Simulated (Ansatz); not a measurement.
A (010) slab of TiSi$_{2}$ (Cmcm (No. 63)), 10 planes, outer planes Ti (top) and Si (bottom), with 12 atoms (Ti4Si8) in a surface cell of A = 12.698 Å², as cut from the bulk:

```xyz
12
Lattice="3.5476 0.0000 0.0000 0.0000 3.5792 0.0000 0.0000 0.0000 26.5721" Properties=species:S:1:pos:R:3 pbc="T T T"
Si    0.0000    0.8948    7.5000
Si    1.7738    2.6844    7.5047
Ti    1.7738    0.8948    9.4933
Si    0.0000    2.6844   10.0904
Si    0.0000    0.8948   11.6946
Ti    1.7738    2.6844   12.2917
Si    1.7738    0.8948   14.2803
Si    0.0000    2.6844   14.2850
Ti    0.0000    0.8948   16.2736
Si    1.7738    2.6844   16.8708
Si    1.7738    0.8948   18.4749
Ti    0.0000    2.6844   19.0721
```

These are results of DFT PBE, scalar-relativistic, plane waves, PAW in Ansatz, not measurements. Plane waves to 420 eV, a k mesh through Γ of 10×10×1 on the computed 12-atom cell and Gaussian smearing (0.10 eV); no spin polarisation. The cell repeats along c with a dipole correction in the vacuum.

Against the same 12 atoms in the bulk, the slab as cut lies 3.328 eV higher and the relaxed slab 3.001 eV higher.

(1) Work out the surface energy before and after relaxation.

(2) What is the ideal work of this cut, per area?

## Answers

(1) The slab has two faces, so γ = (E_slab − N·E_bulk)/(2A), the mean of both. As cut: 3.328/(2 × 12.698) = 0.1310 eV/Å², and 1 eV/Å² = 16.02 J/m², so γ = 2.10 J/m². Relaxed: 3.001/(2 × 12.698) = 0.1182 eV/Å² = 1.89 J/m². Relaxation recovers 10 % of the cost of cutting.

(2) Griffith's ideal work is 2γ: 4.20 J/m² if the new faces stay rigid, 3.79 J/m² if they relax. Other cuts parallel to this plane can cost less. One thickness was run, 10 planes, so γ can still shift with it.

The reference crystal is a form of TiSi2, which isn't its usual structure.